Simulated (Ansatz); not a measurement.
**RbCl: band structure with PBEsol**

Crystal: RbCl.

```xyz
2
Lattice="0.0000 3.2740 3.2740 3.2740 0.0000 3.2740 3.2740 3.2740 0.0000" Properties=species:S:1:pos:R:3 pbc="T T T"
Rb    0.0000    0.0000    0.0000
Cl    3.2740    3.2740    3.2740
```

- Program: Ansatz 0.2.0
- Task: band structure
- Functional: PBEsol
- Potentials or basis: all-electron LAPW, scalar-relativistic
- Cutoff: 130 eV (chosen from the basis error)
- Basis error allowed: 0.001 eV/atom
- k mesh: 7 × 7 × 7
- Occupations: fermi-dirac, width 0.05 eV
- Spin: no spin polarisation

The pressure is 0.0 GPa and the band gap on the k mesh is 4.89 eV, direct. The band gap along the path is 4.89 eV, direct.

Levels at the corners of the path, in eV from the valence-band top:
| point | band 17 | band 18 | band 19 | band 20 | band 21 | band 22 |
| --- | --- | --- | --- | --- | --- | --- |
| Γ | 0.00 | 0.00 | 0.00 | 4.89 | 7.90 | 7.90 |
| X | -0.33 | -0.10 | -0.10 | 6.07 | 8.01 | 9.64 |
| W | -0.47 | -0.24 | -0.24 | 7.57 | 7.57 | 9.29 |
| K | -0.42 | -0.29 | -0.23 | 6.83 | 8.63 | 9.02 |
| Γ | 0.00 | 0.00 | 0.00 | 4.89 | 7.90 | 7.90 |
| L | -0.91 | -0.36 | -0.36 | 7.64 | 7.92 | 10.15 |
| U | -0.42 | -0.29 | -0.23 | 6.83 | 8.63 | 9.02 |
| W | -0.47 | -0.24 | -0.24 | 7.57 | 7.57 | 9.29 |

It took 8.2 s on 1 thread of Arm Neoverse V1, with other jobs on the host, peak memory 0.24 GiB.

PBEsol gaps usually lie below the measured ones, often by a third to a half.
